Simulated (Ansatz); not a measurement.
**Ansatz run, Ag**

Input file of Ansatz 0.2.0:

```yaml
crystal:
  lattice:
    - [3.842514, 0.0, 0.0]
    - [-1.921257, 3.327715, 0.0]
    - [0.0, 0.0, 10.0139]
  atoms:
    - { symbol: Ag, position: [0.33333, 0.66667, 0.25] }
    - { symbol: Ag, position: [0.66666, 0.33333, 0.75] }
  symmetry: { tolerance: 0.0003 }
kpoints:
  mp_grid: { grid: [10, 10, 4], shift: [0, 0, 0] }
  band_path:
    path:
      - [0.0, 0.0, 0.0]
      - [0.5, 0.0, 0.0]
      - [0.33333333, 0.33333333, 0.0]
      - [0.0, 0.0, 0.0]
      - [0.0, 0.0, 0.5]
      - [0.5, 0.0, 0.5]
      - [0.33333333, 0.33333333, 0.5]
      - [0.0, 0.0, 0.5]
      - [0.5, 0.0, 0.5]
      - [0.5, 0.0, 0.0]
      - [0.33333333, 0.33333333, 0.5]
    npoints: 6
magnetization:
  spin_polarized: false
scf:
  occupations: { method: fermi_dirac }
  lower_state_search: "off"
  max_iter: 200
hamiltonian:
  pseudopotentials: { kind: paw }
  xc: pbe
basis:
  ecutwfc: 420
  fft_grid_basis: typed
output:
  forces: true
  stress: true
  eigenvalues: true
  bader: true
  populations: true
  elf: true
  write_potential: true
  volumetric_format: npy
  dos:
    e_range: [-12, 8]
    de: 0.05
    projected: { site_lists: { Ag: [Ag] } }
checkpoint:
  read: saved_state
```

The run starts from an earlier solution of this cell. 

Excerpt of what it printed:

```
Warning: the atoms were moved onto the symmetric positions of the space group found under crystal.symmetry.tolerance 3.0e-4 (fractional; no operation is sought that the atoms, as they stand in a round, miss by more than twice it, and no atom is moved by as much as it), and the run uses the moved positions.
Pseudopotentials: kind: paw
Pseudopotential: Ag, paw, valence charge 19, recommended cutoff 420 eV (normal), Ag.paw.azcp
Functional definition: PBE
  exchange = pbe_x(kappa = kappa, mu = beta*pi^2/3)
  correlation = pbe_c(beta = beta)
Crystal: 2 atoms, lattice volume = 128.046 Å³
Basis set: ecut = 420 eV, 2493 PW (Γ), exchange–correlation on 54×54×144 points (8 copies of the dense FFT grid, shifted against one another)
Bands: 23, of which v1, the nominal top of the filled ones, is band 19 counted from 1 (18 counted from 0)
Symmetry: 24 space group operations
Space group: P63/mmc (ITA 194), of the structure as read, at distance tolerance 1.5e-3 Å
k-points: 42 of 400
Initial density: read from a saved state, or passed on in memory by an earlier SCF of this step, an earlier step, the calling program or the single point that the run made first
Functional: x = pbe(κ = 0.804, μ = 0.2195), c = pbe(β = 0.0667)
Free energy (F): -15177.8593 eV
Harris-Foulkes:  -15177.8593 eV  (|F-HF|=2.50e-8)
Internal energy: -15177.8242 eV  (E = F + TS)
E sigma→0 (E₀):  -15177.8417 eV
Entropy (-TS):   -0.0352 eV (-17.590 meV/atom)
Fermi energy:    1.3174 eV
--- Stress (GPa, compression-positive) ---
       -4.7207       0.0000       0.0000
        0.0000      -4.7207       0.0000
        0.0000       0.0000      -0.3536
  P = ⅓ Tr σ = -3.2650 GPa (-32.650 kbar)
--- Bader charges: 2 sites ---
  site symbol  charge [e]  shift [e]
     0     Ag      0.0000     0.0000
     1     Ag      0.0000     0.0000
```

Origin: a known structure type with other elements, at an estimated volume, so it need not be a known compound.
